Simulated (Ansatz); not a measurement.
Consider the following.

```yaml
crystal:
  lattice:
    - [4.24042, 0.00000, 0.00000]
    - [0.00000, 5.99686, 0.00000]
    - [2.12021, 2.99843, 2.22760]
  atoms:
    - { symbol: Sb, position: [0.50000, 0.25416, 0.00000] }
    - { symbol: Al, position: [0.00000, 0.99584, 0.00000] }
```

No spin polarisation.

Computed with Kohn–Sham DFT with the r2SCAN functional, run in Ansatz (a program for electronic structure) with PAW and 500 eV plane waves, without spin-orbit coupling. Γ-centred 13×13×13 mesh, Fermi–Dirac width 0.05 eV.

Predict the smallest direct gap, valence-band top at Γ, band gap and in-plane stress.


- Smallest direct gap: 2.04 eV
- Valence-band top at Γ (three highest levels, from the VBM): 0.00, -0.12, -0.43 eV
- Band gap: 0.93 eV
- Mean in-plane stress (compression positive): +3.5 GPa

With Sb present, leaving out spin-orbit coupling can change the band edges. The cells carry an imposed strain or load. Stability against distortions was not tested. The cell was made from AlSb in the zinc blende structure (space group F-43m, No. 216) by this change: biaxial strain −2.92 %, plane normal [110], relaxed out of plane.
